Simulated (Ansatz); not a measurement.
CaF$_{2}$:
```xyz
3
Lattice="0.0000 2.7555 2.7555 2.7555 0.0000 2.7555 2.7555 2.7555 0.0000" Properties=species:S:1:pos:R:3 pbc="T T T"
Ca     0.0000     0.0000     0.0000
F      1.3777     1.3777     1.3777
F      4.1332     4.1332     4.1332
```

Tensor components refer to the Cartesian frame of this cell.

Problem. Give the high-frequency dielectric tensor and the Born effective charge tensors of the independent atoms from DFPT, PBE in the plane-wave PAW code Ansatz.

Solution. 
ε∞:
```
2.26  0.00  0.00
0.00  2.26  0.00
0.00  0.00  2.26
```
Z* of atom 1 (Ca), rows: field, columns: displacement, in e:
```
2.36  0.00  0.00
0.00  2.36  0.00
0.00  0.00  2.36
```
Z* of atom 2 (F), rows: field, columns: displacement, in e:
```
-1.18   0.00   0.00
 0.00  -1.18   0.00
 0.00   0.00  -1.18
```

Static charges for comparison (Bader): Ca1 +1.67, F2 -0.83 e. Born charges measure polarisation by displacement and can exceed these by far.

Space group Fm-3m (fluorite). The PBE relaxation kept the symmetry of its start.

Potentials: the later of the program's two PAW sets.
